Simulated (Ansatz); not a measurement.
# CaO under compression: one row to predict

The cell was reached from a generator's guess, though it ends in a space group that the Crystallography Open Database lists for this formula.

Level of theory: DFT PBE, scalar-relativistic, plane waves, PAW (Ansatz). Cutoff 420 eV, Γ-centred 8×8×8 mesh (2-atom cell), Gaussian smearing of 0.02 eV, no spin polarisation.

Space group Fm-3m (No. 225). a = 4.831 Å, b = 4.831 Å, c = 4.831 Å, α = 90.00°, β = 90.00°, γ = 90.00°
```tsv
atom	site	symmetry	x	y	z
Ca	4a	m-3m	0.0000	0.0000	0.0000
O	4b	m-3m	0.5000	0.0000	0.0000
```

The cell was set to several volumes, with shape and atoms relaxed at each where symmetry leaves them free. Pressure is positive in compression, and energies count from the lowest row.

| row | V (Å³/atom) | P (GPa) | ΔE (meV/atom) | gap on mesh (eV) |
| --- | --- | --- | --- | --- |
| 1 | 12.403 | 17.77 | 83.6 | 3.59 |
| 2 | 12.826 | 12.18 | 44.2 | 3.62 |
| 3 | 13.248 | ? | ? | ? |
| 4 | 13.671 | 3.41 | 4.4 | 3.65 |
| 5 | 14.094 | -0.01 | 0.0 | 3.66 |
| 6 | 14.517 | -2.94 | 4.0 | 3.66 |
| 7 | 14.940 | -5.43 | 15.1 | 3.66 |
| 8 | 15.503 | -8.18 | 39.2 | 3.65 |

Q: Find B = −V·ΔP/ΔV from rows 4 and 6 and from rows 1 and 2, and from the two its slope B′ and its value B0 at zero pressure.

A: Rows 4 and 6 give −(13.671 + 14.517)/2 × (-2.94 − (3.41))/(14.517 − 13.671) = 105.8 GPa at a mean pressure of 0.24 GPa. Rows 1 and 2 give −(12.403 + 12.826)/2 × (12.18 − (17.77))/(12.826 − 12.403) = 166.7 GPa at a mean pressure of 14.97 GPa. So B′ = (166.7 − 105.8)/(14.97 − (0.24)) = 4.13 and B0 = 105.8 − 4.13 × (0.24) = 104.8 GPa. A third-order Birch–Murnaghan fit to all the energies gives B0 = 105.3 GPa and B′ = 4.3.

Q: Estimate the pressure and energy of row 3.

A: From row 5, V0 = 14.094 × (1 + (-0.01)/104.8) = 14.093 Å³/atom. Murnaghan's form P = (B0/B′)·[(V0/V)^B′ − 1] gives (104.8/4.13) × [(14.093/13.248)^4.13 − 1] = 7.38 GPa; the computed pressure is 7.44 GPa, so the estimate is off by -0.06 GPa. The work of compression from row 4, with the mean of the two pressures, gives ΔE = 4.4 + (7.38 + 3.41)/2 × (13.671 − 13.248)/160.2 × 1000 = 18.6 meV/atom (1 eV/Å³ = 160.2 GPa); the computed value is 18.6 meV/atom.

Q: Fit the gap against pressure through the other rows and estimate it at the computed pressure of row 3.

A: Over the 7 rows the mean pressure is 2.4000 GPa and the mean gap is 3.641 eV. The sums of products of deviations are S_xx = 540.5 and S_xy = -1.371, so the slope is -1.371/540.5 = -0.002537 (r = -0.90, rms misfit 0.01 eV). At 7.44 GPa the line gives 3.641 + (-0.002537) × (7.44 − 2.4000) = 3.63 eV. The computed value is 3.64 eV, so the line is off by -0.01 eV, no more than the largest miss among the fitted rows (0.02 eV). The rows follow a line poorly: the gap bends, or the lowest transition changes along the series.

Kohn–Sham gaps at this level usually fall short of measured ones. All volumes keep the k mesh of the relaxed cell. A later test with randomly moved atoms came back to the same energy, though modes that don't fit the test's cell weren't probed.
